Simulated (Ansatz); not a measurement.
**PbSe2 and the effect of the dispersion correction**

The cell as given:

```
CELL_PARAMETERS angstrom
-3.23863 3.23863 3.90220
3.23863 -3.23863 3.90220
3.23863 3.23863 -3.90220
ATOMIC_POSITIONS crystal
Pb 0.75000 0.75000 0.00000
Pb 0.25000 0.25000 0.00000
Se 0.12982 0.37018 0.50000
Se 0.87018 0.62982 0.50000
Se 0.37018 0.87018 0.24037
Se 0.62982 0.12982 0.75963
```

The cell comes from a database or a generator and needn't be the stable form of this composition.

Kept alike: task relaxation of cell and atoms; functional PBEsol; k mesh 6 × 6 × 6; occupations fermi-dirac, width 0.05 eV; no spin polarisation. Program: Ansatz, Ansatz PAW, cutoff 420 eV. The mesh is that of the run's cell of 6 atoms. No spin-orbit coupling.

| dispersion correction | volume (Å³/atom) |
| --- | --- |
| D3(BJ) | 25.115 |
| D3(BJ)-ATM | 25.234 |
| D4 | 25.521 |
| none | 26.175 |

The relaxations keep at least the cell's symmetry (I4/mcm). For a metal such a mesh leaves the last digits unconverged. Relaxations stop with a little pressure left, so the last digits of a volume or edge aren't settled. All rows use potentials made for PBE.

Task: What does the dispersion correction change here?

Result: The volume runs from 25.115 (D3(BJ)) to 26.175 Å³/atom (none). Against no correction: D3(BJ) -4.0 %; D3(BJ)-ATM -3.6 %; D4 -2.5 %. Dispersion terms mostly attract and so lower the volume; the schemes' coefficients and damping set how far.
